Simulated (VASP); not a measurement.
The system is Cu3Au (Auricupride).

```xyz
4
Lattice="3.7400 0.0000 0.0000 0.0000 3.7400 0.0000 0.0000 0.0000 3.7400" Properties=species:S:1:pos:R:3 pbc="T T T"
Au    0.0000    0.0000    0.0000
Cu    1.8700    1.8700    0.0000
Cu    1.8700    0.0000    1.8700
Cu    0.0000    1.8700    1.8700
```

```yaml
Program: VASP 6.6.1
Task: relaxation of cell and atoms
Functional: AM05
Potentials_or_basis: VASP PAW PBE potentials, release 64 (Au, Cu)
Cutoff: 600 eV
k_mesh: 7 × 7 × 7
Occupations: fermi-dirac, width 0.05 eV
Spin: no spin polarisation
```

At the start: pressure -3.5 GPa; volume 13.08 Å³/atom.

How do energy, volume and symmetry change on relaxing?

Over 3 steps the energy falls by 3.4 meV/atom and the volume is 12.78 Å³/atom (-2.3 %); space group Pm-3m (No. 221, to 0.05 Å).

Step by step:
```tsv
step	energy change (eV)	largest force (eV/Å)	pressure (GPa)	volume (Å³)
1	0.0000	0.0000	-3.47	52.31
2	-0.0043	0.0000	3.28	50.20
3	-0.0135	0.0000	0.02	51.12
```

Final structure:
```
Au Cu
1.0
     3.71131    0.00000    0.00000
     0.00000    3.71131    0.00000
     0.00000    0.00000    3.71131
Au Cu
1 3
Direct
  0.00000 0.00000 0.00000
  0.50000 0.50000 0.00000
  0.50000 0.00000 0.50000
  0.00000 0.50000 0.50000
```

Caveat: the PAW data sets were made with another functional, which shifts forces and pressure a little.
